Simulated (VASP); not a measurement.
Wanted: the native input for a VASP 6.6.1 run.

| Property | Result |
| --- | --- |
| Task | single point |
| Functional | LDA |
| Potentials or basis | VASP PAW PBE potentials, release 64 (Tb_3), 4f in core |
| Cutoff | 520 eV |
| k mesh | 9 × 9 × 9 |
| Occupations | gaussian, width 0.02 eV |
| Spin | collinear spin, ferromagnetic start |
| Starting moments | [6.0] μB |
| Further INCAR settings | ALGO = Normal; EDIFF = 1e-06 |

The structure of Tb lies in POSCAR:

```
Tb
1.0
   -2.0100000000      2.0100000000      2.0100000000
    2.0100000000     -2.0100000000      2.0100000000
    2.0100000000      2.0100000000     -2.0100000000
Tb
1
Direct
    0.0000000000      0.0000000000      0.0000000000
```

This isn't the form of Tb at room conditions, which is hcp.

One way to write it, as run:

INCAR

```
PREC = Accurate
ENCUT = 520
EDIFF = 1E-6
ISMEAR = 0
SIGMA = 0.02
LREAL = False
LASPH = True
NELM = 100
ALGO = Normal
ISIF = 2
LWAVE = False
LCHARG = False
ISPIN = 2
MAGMOM = 6
LORBIT = 11
LMAXMIX = 6
GGA = CA
```

KPOINTS

```
regular mesh
0
Gamma
  9 9 9
```

Potentials or basis: VASP PAW PBE potentials, release 64 (Tb_3), 4f in core.

Launch:

```sh
$ cat potpaw_PBE.64/Tb_3/POTCAR > POTCAR
$ mpirun -np 1 vasp_std > vasp.out
```

Results of the run:

```json
{
 "Pressure": "-4.5 GPa",
 "Band gap on the k mesh": "none (metal or under the smearing width)",
 "Net moment": "0.00 μB per cell",
 "Valence electrons inside the program's atomic spheres": "Tb 7.79"
}
```

Caveat: the magnetic or orbital state may not be the lowest; the PAW data sets were made with another functional, which shifts forces and pressure a little; spin-orbit coupling is left out, which moves the levels of the heavy elements; the 4f electrons are frozen in the core as for a trivalent ion, so they carry no moment and show no levels.

Wall time 48 s on 1 thread of AMD EPYC 7R13 Processor (Zen 3), with other jobs on the host, peak memory 0.13 GiB.
